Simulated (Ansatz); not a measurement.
# WC: the cost of one run

Program: Ansatz 0.2.0. Level of theory: DFT PBE, scalar-relativistic, plane waves, PAW. These are calculated values, not measurements.

### 1 The system as given

Symmetry: P-6m2, No. 187, hexagonal system. The conventional cell has a = 2.901 Å, b = 2.901 Å, c = 2.829 Å, α = 90.00°, β = 90.00°, γ = 120.00°. W (site symmetry -6m2) has 6 C at 2.19 Å as nearest neighbours. C (site symmetry -6m2) is surrounded by 6 W at 2.19 Å.

Structure file:

```cif
data_structure
_symmetry_space_group_name_H-M 'P-6m2'
_symmetry_Int_Tables_number 187
_cell_length_a 2.9005
_cell_length_b 2.9005
_cell_length_c 2.8290
_cell_angle_alpha 90.000
_cell_angle_beta 90.000
_cell_angle_gamma 120.000
_cell_volume 20.61
loop_
_atom_site_label
_atom_site_type_symbol
_atom_site_symmetry_multiplicity
_atom_site_Wyckoff_symbol
_atom_site_fract_x
_atom_site_fract_y
_atom_site_fract_z
_atom_site_occupancy
W1 W 1 a 0.00000 0.00000 0.00000 1
C1 C 1 f 0.66667 0.33333 0.50000 1
```

Source of the structure: the Crystallography Open Database.

### 2 Quick check of gap, pressure and forces

Contents of input.yaml:

```yaml
crystal:
  lattice:
    - [2.900501436, 0.0, 0.0]
    - [-1.450250718, 2.5119079273, 0.0]
    - [0.0, 0.0, 2.829]
  atoms:
    - { symbol: W, position: [0.0, 0.0, 0.0] }
    - { symbol: C, position: [0.6666666667, 0.3333333333, 0.5] }
basis:
  ecutwfc: 420
kpoints:
  mp_grid: { grid: [9, 9, 6] }
hamiltonian:
  xc: pbe
scf:
  occupations: { method: gaussian, width: 0.1 }
output:
  forces: true
  stress: true
  eigenvalues: true
```

**Question.** How long does this run take on 1 thread of an Arm CPU, shared host, and how much memory does it need?

About 1.5 s, with a peak of 0.27 GiB.
